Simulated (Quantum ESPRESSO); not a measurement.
Runs of Quantum ESPRESSO 7.5 on Au. The cell holds a slab with vacuum, 6 atoms: a = 2.900 Å, b = 2.900 Å, c = 27.200 Å, α = 90.00°, β = 90.00°, γ = 120.00°. The slab is cut from a database's or a generator's crystal, which needn't be the stable form of the element.

```csv
smearing,gap on the mesh (eV),largest force (eV/Å),work function (eV)
cold 0.2 eV,none,0.11,5.17
cold 0.1 eV,none,0.11,5.15
cold 0.01 eV,none,0.11,(a)
cold 0.05 eV,none,0.11,5.16
cold 0.025 eV,none,0.11,5.17
```

Alike in all rows: task work function; level PBE; potentials or basis PseudoDojo 0.4.1 SR PBE standard; no spin polarisation; cell as given; k mesh 7 × 7 × 1; cutoff (eV) 1034.

Question: Fill in the values left out.

Answer: (a) 5.18.

A k mesh can miss the band edges, and the runs leave out spin-orbit coupling on Au.

A gap of «none» marks a metal or a gap under the smearing width.
